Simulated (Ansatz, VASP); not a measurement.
NaI in VASP and in Ansatz

File POSCAR:

```
NaI
1.0
    0.0000000000      3.2007280589      3.2007280589
    3.2007280589      0.0000000000      3.2007280589
    3.2007280589      3.2007280589      0.0000000000
Na I
1 1
Direct
    0.0000000000      0.0000000000      0.0000000000
    0.5000000000      0.5000000000      0.5000000000
```

The input INCAR.step1:

```
SYSTEM = NaI
PREC = Accurate ; ENCUT = 520
ISMEAR = 0 ; SIGMA = 0.02
LREAL = .False. ; LASPH = .True.
NELM = 80 ; NBANDS = 14
GGA = PE ; ALGO = Normal
EDIFF = 1E-4 ; LWAVE = .True.
LCHARG = .False.
```

Contents of INCAR.step2:

```
SYSTEM = NaI
PREC = Accurate ; ENCUT = 520
EDIFF = 1E-6 ; ISMEAR = 0
SIGMA = 0.02 ; LREAL = .False.
LASPH = .True. ; NELM = 80
ALGO = Normal ; ISIF = 2
LWAVE = .False. ; LCHARG = .False.
METAGGA = R2SCAN ; LMIXTAU = .True.
NBANDS = 14 ; ISTART = 1
```

File KPOINTS:

```
regular mesh
0
Gamma
  6 6 6
  0 0 0
```

Input for Ansatz:

```yaml
crystal:
  lattice:
    - [0.0, 3.2007280548, 3.2007280548]
    - [3.2007280548, 0.0, 3.2007280548]
    - [3.2007280548, 3.2007280548, 0.0]
  atoms:
    - { symbol: Na, position: [0.0, 0.0, 0.0] }
    - { symbol: I, position: [0.5, 0.5, 0.5] }
basis:
  ecutwfc: 500
kpoints:
  mp_grid: { grid: [6, 6, 6] }
hamiltonian:
  xc: r2scan
scf:
  occupations: { method: gaussian, width: 0.02 }
output:
  forces: true
  stress: true
  eigenvalues: true
```

Alike in both runs: task single point; functional r2SCAN; k mesh 6 × 6 × 6; occupations gaussian, width 0.02 eV; no spin polarisation.

```csv
,VASP,Ansatz
version,VASP 6.6.1,Ansatz 0.2.0
potentials or method,"VASP PAW PBE potentials, release 64 (Na_pv, I)","scalar-relativistic, plane waves, PAW"
plane-wave cutoff (eV),520,500
valence electrons in the cell,14,26
```

|  | VASP | Ansatz | Ansatz less VASP |
| --- | --- | --- | --- |
| gap on the k mesh at the Fermi level (eV) | 4.54 | 4.53 | -0.009 |
| least direct gap on the mesh (eV) | 4.54 | 4.53 | -0.009 |
| pressure (GPa) | 0.4 | 0.5 | +0.09 |

The two sets of potentials don't hold the same shells in valence.

Caveats: the PAW data sets were made with another functional, which shifts forces and pressure a little (VASP); spin-orbit coupling is left out, which moves the levels of the heavy elements. r2SCAN opens gaps a little over a GGA but as a rule still falls short of measured ones.
